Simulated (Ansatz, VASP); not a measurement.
# Mg: VASP beside Ansatz

Contents of INCAR:

```
PREC     = Accurate       # precision mode
ENCUT    = 520            # plane-wave cutoff, eV
EDIFF    = 1E-7           # SCF threshold, eV
ISMEAR   = -1             # smearing method
SIGMA    = 0.05           # smearing width, eV
LREAL    = False          # projectors in reciprocal space
LASPH    = True           # aspherical terms in the spheres
NELM     = 80             # most SCF steps
ALGO     = Fast           # electronic algorithm
ISIF     = 2              # what is computed and relaxed
LWAVE    = False          # write WAVECAR
LCHARG   = True           # write CHGCAR
GGA      = PE             # functional
LELF     = True           # ELF
LVHAR    = True         
NBANDS   = 7              # bands
```

KPOINTS

```
regular mesh
0
Gamma
  11 11 11
```

Contents of POSCAR:

```
Mg
1.0
   -1.7727644967      1.7727644967      1.7727644967
    1.7727644967     -1.7727644967      1.7727644967
    1.7727644967      1.7727644967     -1.7727644967
Mg
1
Direct
    0.0000000000      0.0000000000      0.0000000000
```

Contents of input.yaml:

```yaml
crystal:
  lattice:
    - [-1.7727644967, 1.7727644967, 1.7727644967]
    - [1.7727644967, -1.7727644967, 1.7727644967]
    - [1.7727644967, 1.7727644967, -1.7727644967]
  atoms:
    - { symbol: Mg, position: [0.0, 0.0, 0.0] }
kpoints:
  mp_grid: { grid: [11, 11, 11] }
scf:
  occupations: { method: fermi_dirac, width: 0.05 }
hamiltonian:
  xc: pbe
  pseudopotentials: { kind: all_electron, lapw: { basis_error: 0.0005 } }
output:
  forces: true
  stress: true
  eigenvalues: true
```

Alike in both runs: task single point; functional PBE; k mesh 11 × 11 × 11; occupations fermi-dirac, width 0.05 eV; no spin polarisation.

```csv
,VASP,Ansatz
version,VASP 6.6.1,Ansatz 0.2.0
potentials or method,"VASP PAW PBE potentials, release 64 (Mg)","all-electron LAPW, scalar-relativistic"
plane-wave cutoff (eV),520,see its input
```

```tsv
	VASP	Ansatz	Ansatz less VASP
gap on the k mesh at the Fermi level (eV)	none	none	-
pressure (GPa)	0.8	0.9	+0.10
```

A gap of «none» marks a metal or a gap that the smearing closes. Ansatz ran all-electron here, so the differences hold the error of VASP's frozen core and of both bases.
